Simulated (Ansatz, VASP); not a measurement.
# Two plane-wave programs on LiCl

Contents of INCAR:

```
SYSTEM = LiCl
  ALGO = Normal
  EDIFF = 1E-6
  EDIFFG = -0.01
  ENCUT = 600
  GGA = PE
  IBRION = 2
  ISIF = 3
  ISMEAR = -1
  IVDW = 12
  LASPH = .TRUE.
  LCHARG = .FALSE.
  LREAL = .FALSE.
  LWAVE = .FALSE.
  NELM = 60
  NSW = 60
  PREC = Accurate
  SIGMA = 0.05
```

The input KPOINTS:

```
k-points
0
G
  9 9 9
  0 0 0
```

File POSCAR:

```
LiCl
1.0
    0.0000000000      2.5647700000      2.5647700000
    2.5647700000      0.0000000000      2.5647700000
    2.5647700000      2.5647700000      0.0000000000
Cl Li
1 1
Direct
    0.5000000000      0.5000000000      0.5000000000
    0.0000000000      0.0000000000      0.0000000000
```

input.yaml

```yaml
crystal:
  lattice:
    - [0.0, 2.56477, 2.56477]
    - [2.56477, 0.0, 2.56477]
    - [2.56477, 2.56477, 0.0]
  atoms:
    - { symbol: Cl, position: [0.5, 0.5, 0.5] }
    - { symbol: Li, position: [0.0, 0.0, 0.0] }
hamiltonian:
  xc: pbe
  pseudopotentials: { kind: paw }
  dispersion: d3bj
kpoints:
  mp_grid: { grid: [9, 9, 9] }
scf:
  occupations: { method: fermi_dirac, width: 0.05 }
output:
  forces: true
  stress: true
  write_density: true
  write_potential: true
  elf: true
  volumetric_format: npy
relax:
  f_tol: 0.01
  max_steps: 40
  cell: { stress_tol: 0.05 }
```

Alike in both runs: task relaxation of cell and atoms; functional PBE; dispersion D3(BJ); k mesh 9 × 9 × 9; occupations fermi-dirac, width 0.05 eV; no spin polarisation.

|  | VASP | Ansatz |
| --- | --- | --- |
| version | VASP 6.6.1 | Ansatz 0.2.0 |
| potentials or method | VASP PAW PBE potentials, release 64 (Cl, Li_sv) | Ansatz PAW |
| plane-wave cutoff (eV) | 600 | 420 |
| valence electrons in the cell | 10 | 10 |

VASP gave:

| Quantity | Value |
| --- | --- |
| gap on the k mesh at the Fermi level, each at its own relaxed structure (eV) | 6.69 |
| relaxed volume (Å³/atom) | 15.91 |
| relaxed cell length with the largest relative difference (Å) | 3.557 |
| energy change over the relaxation (meV/atom) | -6 |

Question: Which values does Ansatz return?

Answer: gap on the k mesh at the Fermi level, each at its own relaxed structure (eV): 6.66; relaxed volume (Å³/atom): 15.97; relaxed cell length with the largest relative difference (Å): 3.561; energy change over the relaxation (meV/atom): -5.

Caveats: the cutoff is under 1.25 times the usual one of these potentials, so pressure, stress and relaxed cells hold a basis-set (Pulay) error (VASP); an odd mesh through Γ misses points on the zone boundary, where band edges often lie (VASP); odd divisions of the mesh miss points on the zone boundary, where band edges often lie, so the gap on the mesh can be too wide (Ansatz); the plane-wave basis is chosen anew once the cell has moved, so the energies of steps on either side of that aren't comparable (Ansatz). Expect the measured gap to be larger: semilocal functionals such as PBE lack the derivative discontinuity.
